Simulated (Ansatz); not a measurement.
Here is an Ansatz 0.2.0 calculation.

input.yaml

```yaml
crystal:
  lattice:
    - [1.604761016, 0.9265092046, 3.4939788749]
    - [-1.604761016, 0.9265092046, 3.4939788749]
    - [0.0, -1.8530184092, 3.4939788749]
  atoms:
    - { symbol: Mg, position: [0.0, 0.0, 0.0] }
    - { symbol: O, position: [0.571214, 0.571214, 0.571214] }
    - { symbol: O, position: [0.428786, 0.428786, 0.428786] }
hamiltonian:
  xc: pbesol
  pseudopotentials: { kind: paw }
kpoints:
  mp_grid: { grid: [8, 8, 8] }
scf:
  occupations: { method: fixed }
phonons:
  method: dfpt
  dielectric: true
  rigid_motions: translations
```

Potentials or basis: Ansatz PAW.

Command:

```bash
$ ansatz run input.yaml --threads 2 --pin off --max-ram 5632MiB --backend cpu --events-out ev --progress --plain --runs-dir out
```

**Question.** Estimate the electronic dielectric tensor (diagonal).

**Answer.** 2.87, 2.87, 4.16.

**Question.** What does it give for the Born charges (mean of the diagonal)?

**Answer.** Mg +2.05; O -1.03 e.

**Question.** Predict the band gap on the k mesh.

**Answer.** 2.23 eV, direct.

**Question.** Estimate the static dielectric tensor (diagonal).

**Answer.** 6.14, 6.14, 8.10.

Phonon frequencies in cm⁻¹ (negative: imaginary):
| q point | frequencies |
| --- | --- |
| (0.000, 0.000, 0.000) | 0 0 0 311 311 355 381 381 885 |

 A k mesh can miss the band edges.
